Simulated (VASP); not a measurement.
Write the native input for VASP 6.6.1 that does the following.

```yaml
Task: relaxation of cell and atoms
Functional: PBE
Potentials_or_basis: VASP PAW PBE potentials, release 64 (Se)
Cutoff: 600 eV
k_mesh: 5 × 5 × 5
Occupations: fermi-dirac, width 0.01 eV
Spin: no spin polarisation
Target_pressure: 40 GPa
Dipole_correction: no
Further_INCAR_settings: ALGO = Fast; EDIFF = 1e-06; IBRION = 2; EDIFFG = -0.03; NSW = 80; ISIF = 3
Target_pressure: 40 GPa
```

The structure of Se lies in POSCAR:

```
Se
1.0
    0.0000000000      3.0100000000      3.0100000000
    3.0100000000      0.0000000000      3.0100000000
    3.0100000000      3.0100000000      0.0000000000
Se
2
Direct
    0.0000000000      0.0000000000      0.0000000000
    0.2500000000      0.2500000000      0.2500000000
```

The cell was built by a generator and needn't be a form met in nature.

These files were run (other wordings do the same):

INCAR

```
  PREC = Accurate
  ENCUT = 600
  EDIFF = 1E-6
  ISMEAR = -1
  SIGMA = 0.01
  LREAL = F
  LASPH = T
  NELM = 100
  ALGO = Fast
  ISIF = 3
  LWAVE = F
  LCHARG = F
  GGA = PE
  IBRION = 2
  NSW = 80
  EDIFFG = -0.03
  PSTRESS = 400.0
```

KPOINTS

```
Automatic mesh
0
Gamma
  5 5 5
```

Potentials or basis: VASP PAW PBE potentials, release 64 (Se).

Launch:

```bash
$ cat potpaw_PBE.64/Se/POTCAR > POTCAR
$ mpirun -np 1 vasp_std > vasp.out
```

Results of the run:

* Relaxed volume: 20.81 Å³/atom
* Relaxed cell: a = 3.890 Å, b = 3.890 Å, c = 3.890 Å, α = 60.00°, β = 60.00°, γ = 60.00°
* Space group after relaxing (to 0.05 Å): Fd-3m (No. 227)
* Energy change on relaxing (the enthalpy is what falls): +841.8 meV/atom
* Ionic steps: 5
* Pressure after relaxing: 40.1 GPa
* Band gap on the k mesh: none (metal or under the smearing width)

Caveat: the k mesh is coarse (spacing up to 0.36 Å⁻¹), so the values aren't converged; the cell is relaxed towards a set pressure, so the enthalpy falls and the energy may rise; the volume moved by over 15 % at a fixed basis, so the end points are rough.

It took 25 s on 1 thread of Intel(R) Xeon(R) 6975P-C (Granite Rapids), with other jobs on the host, peak memory 0.2 GiB.
